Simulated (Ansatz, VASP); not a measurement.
## Pt in VASP and in Ansatz

```xyz
2
Lattice="2.7080 0.0000 0.0000 -1.3540 2.3452 0.0000 0.0000 0.0000 4.6782" Properties=species:S:1:pos:R:3 pbc="T T T"
Pt    1.3540    0.7817    3.5086
Pt    0.0000    1.5634    1.1695
```

Alike in both runs: functional LDA; k mesh 18 × 18 × 10; occupations gaussian, width 0.1 eV; no spin polarisation.

Ansatz relaxed the structure, and its values are those at the end. VASP's run is a single point on that final structure, the one shown.

|  | VASP | Ansatz |
| --- | --- | --- |
| version | VASP 6.6.1 | Ansatz 0.2.0 |
| potentials or method | VASP PAW LDA potentials, release 64 (Pt) | scalar-relativistic, plane waves, PAW |
| plane-wave cutoff (eV) | 520 | 420 |
| valence electrons in the cell | 20 | 36 |

|  | VASP | Ansatz | Ansatz less VASP |
| --- | --- | --- | --- |
| gap on the k mesh at the Fermi level (eV) | none | none | - |
| pressure (GPa) | 0.7 | 0.0 | -0.74 |

A gap of «none» marks a metal or a gap that the smearing closes. The two sets of potentials don't hold the same shells in valence.

The runs have no spin-orbit coupling, so splittings on Pt are missing.
